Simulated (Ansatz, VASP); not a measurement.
**One calculation of ZrSiO4 (Zircon), two programs**

INCAR

```
PREC     = Accurate       # precision mode
ENCUT    = 520            # plane-wave cutoff, eV
EDIFF    = 1E-7           # SCF threshold, eV
ISMEAR   = -1             # smearing method
SIGMA    = 0.05           # smearing width, eV
LREAL    = False          # projectors in reciprocal space
LASPH    = True           # aspherical terms in the spheres
NELM     = 80             # most SCF steps
ALGO     = Normal         # electronic algorithm
ISIF     = 2              # what is computed and relaxed
LWAVE    = False          # write WAVECAR
LCHARG   = True           # write CHGCAR
GGA      = PE             # functional
LELF     = True           # ELF
LVHAR    = True         
NBANDS   = 52             # bands
```

KPOINTS

```
regular mesh
0
Gamma
  6 6 6
```

Contents of POSCAR:

```
ZrSiO4
1.0
   -3.3035000000      3.3035000000      2.9910000000
    3.3035000000     -3.3035000000      2.9910000000
    3.3035000000      3.3035000000     -2.9910000000
Zr Si O
2 2 8
Direct
    0.0000000000      0.0000000000      0.0000000000
    0.7500000000      0.2500000000      0.5000000000
    0.5000000000      0.5000000000      0.0000000000
    0.2500000000      0.7500000000      0.5000000000
    0.6797000000      0.4958000000      0.8161000000
    0.2458000000      0.9297000000      0.3161000000
    0.6797000000      0.8636000000      0.1839000000
    0.6136000000      0.9297000000      0.6839000000
    0.0703000000      0.3864000000      0.3161000000
    0.5042000000      0.3203000000      0.1839000000
    0.0703000000      0.7542000000      0.6839000000
    0.1364000000      0.3203000000      0.8161000000
```

Contents of input.yaml:

```yaml
crystal:
  lattice:
    - [-3.3035, 3.3035, 2.991]
    - [3.3035, -3.3035, 2.991]
    - [3.3035, 3.3035, -2.991]
  atoms:
    - { symbol: Zr, position: [0.0, 0.0, 0.0] }
    - { symbol: Zr, position: [0.75, 0.25, 0.5] }
    - { symbol: Si, position: [0.5, 0.5, 0.0] }
    - { symbol: Si, position: [0.25, 0.75, 0.5] }
    - { symbol: O, position: [0.6797, 0.4958, 0.8161] }
    - { symbol: O, position: [0.2458, 0.9297, 0.3161] }
    - { symbol: O, position: [0.6797, 0.8636, 0.1839] }
    - { symbol: O, position: [0.6136, 0.9297, 0.6839] }
    - { symbol: O, position: [0.0703, 0.3864, 0.3161] }
    - { symbol: O, position: [0.5042, 0.3203, 0.1839] }
    - { symbol: O, position: [0.0703, 0.7542, 0.6839] }
    - { symbol: O, position: [0.1364, 0.3203, 0.8161] }
hamiltonian:
  xc: pbe
  pseudopotentials: { kind: paw }
kpoints:
  mp_grid: { grid: [6, 6, 6] }
scf:
  occupations: { method: fermi_dirac, width: 0.05 }
output:
  forces: true
  stress: true
  eigenvalues: true
```

Alike in both runs: task single point; functional PBE; k mesh 6 × 6 × 6; occupations fermi-dirac, width 0.05 eV; no spin polarisation.

```csv
,VASP,Ansatz
version,VASP 6.6.1,Ansatz 0.2.0
potentials or method,"VASP PAW PBE potentials, release 64 (Zr_sv, Si, O)",Ansatz PAW
plane-wave cutoff (eV),520,420
valence electrons in the cell,80,80
```

```csv
,VASP,Ansatz,Ansatz less VASP
gap on the k mesh at the Fermi level (eV),4.74,4.74,+0.002
least direct gap on the mesh (eV),4.97,4.97,-0.003
pressure (GPa),7.0,6.7,-0.35
largest component of the traceless stress (GPa),0.48,0.25,-0.226
rms of the force components (eV/Å),0.175,0.154,-0.0208
```

Atom by atom the forces differ by 0.021 eV/Å (rms over components).

Caveats: the pressure holds a Pulay correction of +0.7 GPa for the finite cutoff (Ansatz). A k mesh can miss the band edges. As with any semilocal functional, this PBE gap is likely too small.
